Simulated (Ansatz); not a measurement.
Relaxed-ion elastic tensor of ZrO$_{2}$ in space group P4_2/nmc (No. 137; Zr on 2a, O on 4d) in GPa (Voigt order), r²SCAN in the plane-wave PAW code Ansatz; density 6.03 g/cm³, 11.30 Å³ per atom.

|  | 1 | 2 | 3 | 4 | 5 | 6 |
|---|---|---|---|---|---|---|
| 1 | 375 | 228 | 63.2 | 0.0 | 0.0 | 0.0 |
| 2 | 228 | 375 | 63.2 | 0.0 | 0.0 | 0.0 |
| 3 | 63.2 | 63.2 | 297 | 0.0 | 0.0 | 0.0 |
| 4 | 0.0 | 0.0 | 0.0 | 26.8 | 0.0 | 0.0 |
| 5 | 0.0 | 0.0 | 0.0 | 0.0 | 26.8 | 0.0 |
| 6 | 0.0 | 0.0 | 0.0 | 0.0 | 0.0 | 170 |

Question: Is the crystal mechanically stable?

Answer: Yes: the smallest eigenvalue of C is 26.8 GPa.

Question: Work out the Voigt, Reuss and Hill averages.

Answer: K_V = 195, K_R = 181, K_H = 188; G_V = 90.9, G_R = 49.5, G_H = 70.2 GPa.

Question: Give Young's modulus, Poisson's ratio, Pugh's ratio and the universal anisotropy index.

Answer: E = 9KG/(3K + G) = 187 GPa; ν = 0.33; K/G = 2.68 (ductile by the Pugh limit of 1.75); A_U = 5G_V/G_R + K_V/K_R − 6 = 4.26.

Question: Estimate the sound speeds and the Debye temperature.

Answer: v_l = √((K + 4G/3)/ρ) = 6830 m/s, v_t = √(G/ρ) = 3410 m/s, mean 3830 m/s; Θ = (h/k)(3n/4πV)^(1/3) v_m = 508 K.

Question: Solve the Christoffel equation for the three sound speeds along x, y, z.

Answer: Eigenvalues of C_ijkl n_j n_l equal ρv². In km/s, slowest first: x 2.11, 5.31, 7.88; y 2.11, 5.31, 7.88; z 2.11, 2.11, 7.01.

Question: How much does each axis shrink under pressure?

Answer: Linear compressibilities β_i = Σ_j S_ij (j = 1 to 3): x 1.4, y 1.4, z 2.8 per TPa.

This is a known high-temperature phase of the composition, computed here at zero pressure and temperature. Symmetry was held in the r²SCAN relaxation; of distortions, only those at the zone centre were tested. The run is not spin-polarised.

Potentials: the earlier of the program's two PAW sets.
